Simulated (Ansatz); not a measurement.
**Symmetry broken, then relaxed in Co**

All numbers below come from Ansatz, DFT PBE, scalar-relativistic, plane waves, PAW. The runs took a 420 eV cutoff, a Γ-centred 18×18×8 mesh and Gaussian smearing (0.15 eV). Collinear spins, started from moments 1.8, 1.8 μB in atom order; the magnetic state may not be the lowest. Energies are free energies at this smearing, counted from the undisturbed cell; pressure is positive in compression.

Reference structure (relaxed at this level):

```xyz
2
Lattice="2.4922 0.0000 0.0000 -1.2461 2.1583 0.0000 0.0000 0.0000 4.0334" Properties=species:S:1:pos:R:3 pbc="T T T"
Co    0.0000    1.4389    1.0083
Co    1.2461    0.7194    3.0250
```

The atoms are displaced (Å, in the unstrained cell):

```tsv
atom	ux	uy	uz
Co1	-0.006	-0.098	-0.041
Co2	0.006	0.098	0.041
```

The cell is strained by (0.0053, 0.0044, 0.0042, -0.0161, 0.0435, 0.0182) (xx, yy, zz, yz, xz, xy; engineering shear). Cell and atoms are then relaxed.

**Question.** Does the relaxation return to the undisturbed structure?

**Answer.** Yes (up to a choice of domain or origin): same space group and volume, and an energy 0.0 meV/atom from it. The disturbance itself cost 45.2 meV/atom. The final space group reads P6_3/mmc (tolerance 0.05 Å) and the volume changes by 0.04 %.

Final structure:

```yaml
crystal:
  lattice:
    - [2.49199, 0.00001, 0.00004]
    - [-1.24599, 2.15816, -0.00004]
    - [0.00001, -0.00001, 4.03580]
  atoms:
    - { symbol: Co, position: [0.33333, 0.66667, 0.25000] }
    - { symbol: Co, position: [0.66667, 0.33333, 0.75000] }
```

The relaxation, step by step (energy from the first step; small jumps at an unchanged geometry come where the plane waves are selected anew for the new cell):

```csv
step,ΔE (meV/atom),largest force component (eV/Å),pressure (GPa)
1,0.0,0.658,-0.41
2,-23.6,0.445,-0.07
3,-45.1,0.009,-0.64
4,-45.3,0.000,0.07
5,-45.2,0.000,0.08
6,-45.2,0.000,0.00
7,-45.2,0.000,0.00
```